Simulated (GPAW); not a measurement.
Runs of GPAW 26.7.0 on GaN. The structure is hexagonal, space group P6_3mc (No. 186). Conventional cell: a = 3.180 Å, b = 3.180 Å, c = 5.166 Å, α = 90.00°, β = 90.00°, γ = 120.00°. Around Ga (site symmetry 3m) lie 4 N at 1.94 to 1.95 Å. Around N (site symmetry 3m) lie 4 Ga at 1.94 to 1.95 Å. 

```tsv
task	level	potentials or basis	spin	cell	cutoff (eV)	band path	band points	spin axis theta (degrees)	spin axis phi (degrees)	soc after scf	grid spacing	gap on the mesh (eV)	pressure (GPa)	largest force (eV/Å)
band structure	PW91	PAW data sets generated in the run's folder for this functional, pw	SOC, no magnetisation	as given	800	GMKGALHA,LM,KH	80	90	0	second variation	-	2.08	14.3	(a)
relaxation of cell and atoms	RPBE+D3(BJ)	the program's PAW data sets (release 1.2.1) made for this functional, pw	off	relaxed to 1 GPa	800	-	-	-	-	-	-	(c)	1.0	0.01
band structure	revPBE	the program's PAW data sets (release 1.2.1) made for this functional, pw	SOC, no magnetisation	as given	800	GMKGALHA,LM,KH	100	0	0	second variation	-	2.10	(b)	0.19
band structure	PBE	GPAW PAW data sets (gpaw-data 1.2.1), fd	off	as given	-	GMKGALHA,LM,KH	80	-	-	-	0.2 Å	2.18	-	0.15
relaxation of cell and atoms	mBEEF	GPAW PAW data sets (gpaw-data 1.2.1), pw	off	relaxed	800	-	-	-	-	-	-	2.26	-0.1	0.03
band structure	PBE	GPAW PAW data sets (gpaw-data 1.2.1), lcao:dzp	off	as given	-	GMKGALHA,LM,KH	100	-	-	-	0.16 Å	1.99	-	0.19
```

Alike in all rows: k mesh 7 × 7 × 4; smearing fermi-dirac 0.05 eV.

Q: Fill in the values left out.

A: (a) 0.18; (b) 18.4; (c) 2.17.

Caveats: spin-orbit coupling was added after a scalar SCF, so levels and gaps hold it while energy, forces, pressure and moments don't (some runs); this program's spin-orbit splittings come out too wide for heavy elements (some runs); later steps reuse the first step's grids (some runs); the real-space grid adds noise to forces (some runs); so large a pressure means that the cell lies far from this level's equilibrium, or that cutoff or potentials fall short (some runs); the PAW data sets were made with another functional, which shifts forces and pressure a little (some runs).

A k mesh can miss the band edges, and rows without SOC leave out spin-orbit coupling on Ga.
